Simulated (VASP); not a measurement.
Wanted: the native input for a VASP 6.6.1 run.

```yaml
Task: single point
Functional: r2SCAN
Potentials_or_basis: VASP PAW PBE potentials, release 64 (Mg)
Cutoff: 520 eV
k_mesh: 7 × 7 × 7
Occupations: fermi-dirac, width 0.1 eV
Spin: no spin polarisation
Dipole_correction: no
Further_INCAR_settings: ALGO = Normal; EDIFF = 1e-06; NBANDS = 7
```

Mg:

```
CELL_PARAMETERS angstrom
2.99600 0.00000 0.00000
0.00000 2.99600 0.00000
0.00000 0.00000 2.99600
ATOMIC_POSITIONS crystal
Mg 0.00000 0.00000 0.00000
```

The cell was built by a generator and needn't be a form met in nature.

One way to write it, as run:

POSCAR

```
Mg
1.0
    2.9959991071      0.0000000000      0.0000000000
    0.0000000000      2.9959991071      0.0000000000
    0.0000000000      0.0000000000      2.9959991071
Mg
1
Direct
    0.0000000000      0.0000000000      0.0000000000
```

INCAR.step1

```
SYSTEM = Mg
PREC     = Accurate       ! precision mode
ENCUT    = 520            ! plane-wave cutoff, eV
ISMEAR   = -1             ! smearing method
SIGMA    = 0.1            ! smearing width, eV
LREAL    = .FALSE.        ! projectors in reciprocal space
LASPH    = .TRUE.         ! aspherical terms in the spheres
NELM     = 100            ! most SCF steps
NBANDS   = 7              ! bands
GGA      = PE             ! functional
ALGO     = Normal         ! electronic algorithm
EDIFF    = 1E-4           ! SCF threshold, eV
LWAVE    = .TRUE.         ! write WAVECAR
LCHARG   = .FALSE.        ! write CHGCAR
```

INCAR.step2

```
SYSTEM = Mg
PREC     = Accurate       ! precision mode
ENCUT    = 520            ! plane-wave cutoff, eV
EDIFF    = 1E-6           ! SCF threshold, eV
ISMEAR   = -1             ! smearing method
SIGMA    = 0.1            ! smearing width, eV
LREAL    = .FALSE.        ! projectors in reciprocal space
LASPH    = .TRUE.         ! aspherical terms in the spheres
NELM     = 100            ! most SCF steps
ALGO     = Normal         ! electronic algorithm
ISIF     = 2              ! what is computed and relaxed
LWAVE    = .FALSE.        ! write WAVECAR
LCHARG   = .FALSE.        ! write CHGCAR
METAGGA  = R2SCAN         ! meta-GGA
LMIXTAU  = .TRUE.       
NBANDS   = 7              ! bands
ISTART   = 1
```

KPOINTS

```
regular mesh
0
G
  7 7 7
  0 0 0
```

Potentials or basis: VASP PAW PBE potentials, release 64 (Mg).

Run with:

```bash
$ cat potpaw_PBE.64/Mg/POTCAR > POTCAR
$ cp INCAR.step1 INCAR
$ mpirun -np 1 vasp_std > vasp.out
$ cp INCAR.step2 INCAR
$ mpirun -np 1 vasp_std > vasp.out
```

Results of the run:

```yaml
Pressure: -0.1 GPa
Band_gap_on_the_k_mesh: none (metal or under the smearing width)
```

Caveat: the PAW data sets were made with another functional, which shifts forces and pressure a little.

Run time: 15 s on 1 thread of Intel(R) Xeon(R) Platinum 8488C (Sapphire Rapids), with other jobs on the host, peak memory 0.13 GiB.
